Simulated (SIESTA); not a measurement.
Crystal: TiSi2.

```
Ti Si
1.0
     0.00000    4.11752    4.26290
     2.38951    0.00000    4.26290
     2.38951    4.11752    0.00000
Ti Si
2 4
Cartesian
  3.5843 6.1763 6.3943
  2.3895 4.1175 4.2629
  1.1948 3.3975 2.1314
  1.1948 0.7200 2.1314
  2.3895 1.3387 4.2629
  2.3895 6.8963 4.2629
```

The cell is a database's computed one.

Base run:

- Program: SIESTA 5.4.2
- Functional: PBEsol
- Potentials or basis: PseudoDojo 0.4 standard (PBEsol files)
- Basis: SZP (energy shift 0.003 Ry)
- Grid cutoff: 800 Ry
- Energy shift: 0.003 Ry
- k mesh: 7 × 7 × 7
- Occupations: fermi-dirac, width 0.05 eV
- Spin: no spin polarisation

Its results: band gap on the k mesh none (metal or under the smearing width); pressure 1.6 GPa; largest force 0.172 eV/Å.

After a change of settings the same cell gave: band gap on the k mesh none (metal or under the smearing width); pressure -1.8 GPa; largest force 0.058 eV/Å. Which change was it?
A. basis from SZP (energy shift 0.003 Ry) to DZ (energy shift 0.003 Ry; two zetas on semicore shells)
B. basis from SZP (energy shift 0.003 Ry) to TZP (energy shift 0.003 Ry; two zetas on semicore shells)
C. basis from SZP (energy shift 0.003 Ry) to SZ (energy shift 0.003 Ry)

B.

Caveats: the basis of atomic orbitals isn't converged, which shifts pressures, moduli and gaps.
